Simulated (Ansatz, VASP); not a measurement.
## K in VASP and in Ansatz

The input INCAR:

```
SYSTEM = K
PREC = Accurate
ENCUT = 600
EDIFF = 1E-6
ISMEAR = -1
SIGMA = 0.1
LREAL = .FALSE.
LASPH = .TRUE.
NELM = 60
ALGO = Normal
ISIF = 3
LWAVE = .FALSE.
LCHARG = .FALSE.
GGA = RP
IBRION = 2
NSW = 80
EDIFFG = -0.01
```

File KPOINTS:

```
regular mesh
0
G
  8 8 8
  0 0 0
```

Contents of POSCAR:

```
K
1.0
    0.0000000000      3.2915437429      3.2915437429
    3.2915437429      0.0000000000      3.2915437429
    3.2915437429      3.2915437429      0.0000000000
K
1
Direct
    0.0000000000      0.0000000000      0.0000000000
```

Input for Ansatz:

```yaml
crystal:
  lattice:
    - [0.0, 3.2915437429, 3.2915437429]
    - [3.2915437429, 0.0, 3.2915437429]
    - [3.2915437429, 3.2915437429, 0.0]
  atoms:
    - { symbol: K, position: [0.0, 0.0, 0.0] }
hamiltonian:
  xc: rpbe
  pseudopotentials:
    kind: paw
    azcp:
      K: "pseudopotentials/K.paw.azcp"
basis:
  ecutwfc: 420
  fft_grid_basis: typed
kpoints:
  mp_grid: { grid: [8, 8, 8], shift: [0, 0, 0] }
magnetization:
  spin_polarized: false
scf:
  occupations: { method: fermi_dirac, width: 0.1 }
relax:
  max_steps: 60
  f_tol: 0.01
  cell: {}
```

The cell was built by a generator and needn't be a form met in nature.

Alike in both runs: task relaxation of cell and atoms; functional RPBE; k mesh 8 × 8 × 8; occupations fermi-dirac, width 0.1 eV; no spin polarisation.

|  | VASP | Ansatz |
| --- | --- | --- |
| version | VASP 6.6.1 | Ansatz 0.2.0 |
| potentials or method | VASP PAW PBE potentials, release 64 (K_sv) | plane waves (420 eV) with PAW, scalar-relativistic |
| plane-wave cutoff (eV) | 600 | 420 |
| valence electrons in the cell | 9 | 9 |

VASP gave:

```
relaxed volume (Å³/atom)                                     : 80.84
relaxed cell length with the largest relative difference (Å) : 4.853
energy change over the relaxation (meV/atom)                 : -13
```

Q: Which values does Ansatz return?

A: Relaxed volume (Å³/atom): 81.11; relaxed cell length with the largest relative difference (Å): 4.859; energy change over the relaxation (meV/atom): -14.

Caveats: the PAW data sets were made with another functional, which shifts forces and pressure a little (VASP).
